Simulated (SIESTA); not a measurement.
Crystal: Al.

```xyz
1
Lattice="0.0000 2.0248 2.0248 2.0248 0.0000 2.0248 2.0248 2.0248 0.0000" Properties=species:S:1:pos:R:3 pbc="T T T"
Al    0.0000    0.0000    0.0000
```

```yaml
Program: SIESTA 5.4.2
Task: single point
Functional: PBEsol
Potentials_or_basis: PseudoDojo 0.4 standard (PBEsol files)
Basis: DZP (energy shift 0.003 Ry)
Grid_cutoff: 500 Ry
Energy_shift: 0.003 Ry
k_mesh: 11 × 11 × 11
Occupations: fermi-dirac, width 0.05 eV
Spin: no spin polarisation
```

On this cell: pressure -1.9 GPa; band gap on the k mesh none (metal or under the smearing width).

The same run follows on a disturbed copy (cell strained at random at fixed volume):

```xyz
1
Lattice="0.0479 1.9691 2.0269 2.0433 -0.0084 2.0831 2.0406 2.0227 -0.0057" Properties=species:S:1:pos:R:3 pbc="T T T"
Al    0.0167    0.0547   -0.0153
```

**Question.** What changes?

**Answer.** The energy (extrapolated to zero smearing) moves by +5.4 meV/atom; pressure -1.7 GPa; band gap on the k mesh none (metal or under the smearing width).

Stress tensor (GPa, compression positive):
```
-0.80 -0.86 -1.28
-0.86 -0.86  1.69
-1.28  1.69 -3.47
```

Caveats: the basis of atomic orbitals isn't converged, which shifts pressures, moduli and gaps.
